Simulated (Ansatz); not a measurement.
## W (Fm-3m): electronic heat capacity and spin susceptibility from the density of states

Level of theory: DFT PBE, scalar-relativistic, plane waves, PAW (Ansatz).

Settings: cutoff 420 eV, Γ-centred mesh 18×18×18 on the computed 1-atom cell, Gaussian smearing of 0.10 eV; no spin polarisation.

Relaxed cell: Fm-3m, a = 4.037 Å, b = 4.037 Å, c = 4.037 Å, α = 90.00°, β = 90.00°, γ = 90.00°, 1 atom in the primitive cell. This fcc form isn't the element's structure at ambient conditions.

The density of states at the Fermi level is 1.307 states/eV in the cell of 1 atom (1 formula unit; both spins, tetrahedra on a 27×27×27 mesh).

**Question.** What Sommerfeld coefficient and Pauli susceptibility does this give?

**Answer.** Per formula unit N(E_F) = 1.307 states/eV. γ = (π²/3) k_B² N(E_F) N_A = 2.357 mJ/(mol K²) per state/eV, so γ = 3.1 mJ/(mol K²), a mole of formula units. χ_P = μ_B² N(E_F) N_A = 3.23×10⁻⁵ emu/mol per state/eV gives 4.2×10⁻⁵ emu/mol. This is the bare band result: a measured γ of the same phase is as a rule larger by a factor 1 + λ from phonons and spin fluctuations, the spin part of χ is larger by the Stoner factor, and a measured χ also holds orbital and core terms. N(E_F) at one energy is sensitive to the mesh where the density of states has sharp peaks.

Spin-orbit coupling is left out, which matters for the bands of heavy elements.